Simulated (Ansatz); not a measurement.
Below is the output of a Python script on Ansatz 0.2.0 through its Python package that makes a convergence test of the k-point mesh of GaSb, space group Immm. Write a script that gives it. Settings (first run): r2SCAN, PAW, the default cutoff (500 eV here), 3×3×3 k-points, Fermi-Dirac smearing of 0.05 eV. The script varies spacing (1/A): 1.0, 0.6, 0.4, 0.3.

Contents of `gasb.cif`:
```cif
data_GaSb
_cell_length_a 4.236476
_cell_length_b 4.236476
_cell_length_c 4.236476
_cell_angle_alpha 136.90616
_cell_angle_beta 101.68981
_cell_angle_gamma 93.85037
_symmetry_space_group_name_H-M 'P 1'
_symmetry_Int_Tables_number 1
loop_
_symmetry_equiv_pos_as_xyz
'x, y, z'
loop_
_atom_site_label
_atom_site_type_symbol
_atom_site_fract_x
_atom_site_fract_y
_atom_site_fract_z
Ga1 Ga    0.000000    0.000000    0.000000
Sb2 Sb    0.500000    0.500000    0.000000
```

```console
$ python run_kconv.py
DeckWarning: basis.ecutwfc = 500 eV, auto-derived from the records' recommended cutoffs: set by Ga (their level for a meta-GGA)
spacing (1/A)   F/atom (eV)    iterations       P (GPa)      k-points
         1.0   -5144.66945             7        -3.095             8
         0.6   -5144.55210             7        -2.949            18
         0.4   -5144.61605             7        -1.631            46
         0.3   -5144.60798             7        -1.926            95
1.0: -61.46 meV/atom
0.6: +55.89 meV/atom
0.4: -8.06 meV/atom
```
(Warnings from the package without file and line.)

The script that was run (others could print the same):

`run_kconv.py`:
```python
# -*- coding: utf-8 -*-
"""Convergence of GaSb with the k-point mesh."""

import ansatz
from ase.io import read
import matplotlib.pyplot as plt

atoms = read("gasb.cif")
system = ansatz.Crystal.from_ase(atoms)

calculation = system.calculation().functional("r2scan").occupations("fermi_dirac", width=0.05).stress()

rows = []
for value in [1.0, 0.6, 0.4, 0.3]:
    data = calculation.kpoints(spacing=value).run(threads=1, pin="off").report
    rows.append((value, data["free_energy_ev"] / len(data["lattice"]["sites"]), data["n_iterations"], sum(data["stress_gpa"][i][i] for i in range(3)) / 3, data["n_kpoints"]))

print("spacing (1/A)   F/atom (eV)    iterations       P (GPa)      k-points")
for row in rows:
    print(f"{str(row[0]):>12s}  {row[1]:12.5f}  {row[2]:12d}  {row[3]:12.3f}  {row[4]:12d}")

# the last row is the reference
for row in rows[:-1]:
    shift = 1000 * (row[1] - rows[-1][1])
    print(f"{row[0]}: {shift:+.2f} meV/atom" + ("  (within 5 meV)" if abs(shift) < 5 else ""))
plt.figure(figsize=(4.5, 3))
plt.plot([str(row[0]) for row in rows], [1000 * (row[1] - rows[-1][1]) for row in rows], "o-")
plt.xlabel("spacing (1/A)")
plt.ylabel("F - F(last) (meV/atom)")
plt.tight_layout()
plt.savefig("kconv.png", dpi=100)
```

What to keep in mind:
- Pressure is positive in compression.
- The structure comes from a database of computed cells and needn't be a stable or known phase.
- Shifts are counted from the finest mesh, which is itself no proven limit.
- Wall time of the script: 20 s on 1 thread of Arm Neoverse V2, with other jobs on the host, peak memory 0.68 GiB.

(A comment or docstring line of the script was reworded after the run, the code is as it ran; lines on the test bed's own set-up are left out of the output.)
